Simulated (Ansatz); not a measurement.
Runs of Ansatz 0.2.0 on Ta. Symmetry: Im-3m, No. 229, cubic system. Conventional cell: a = 3.303 Å, b = 3.303 Å, c = 3.303 Å, α = 90.00°, β = 90.00°, γ = 90.00°. Ta (site symmetry m-3m) is surrounded by 8 Ta at 2.86 Å. 

```tsv
potentials or basis	cutoff (eV)	basis error allowed	pressure (GPa)
all-electron LAPW, scalar-relativistic	262	0.001 eV/atom	-4.4
all-electron PAW datasets made for the crystal	240	-	-4.4
all-electron LAPW, inner shells corrected to Dirac's equation	262	0.001 eV/atom	(a)
all-electron LAPW, non-relativistic	256	0.001 eV/atom	3.4
```

Alike in all rows: task band structure; level PBEsol; no spin polarisation; cell as given; k mesh 11 × 11 × 11; smearing fermi-dirac 0.05 eV.

**Question.** Estimate the missing entries.

**Answer.** (a) -4.3.

Caveats: relativity is left out, which matters for the heavier elements (some runs).

The runs don't all hold the same shells in valence.
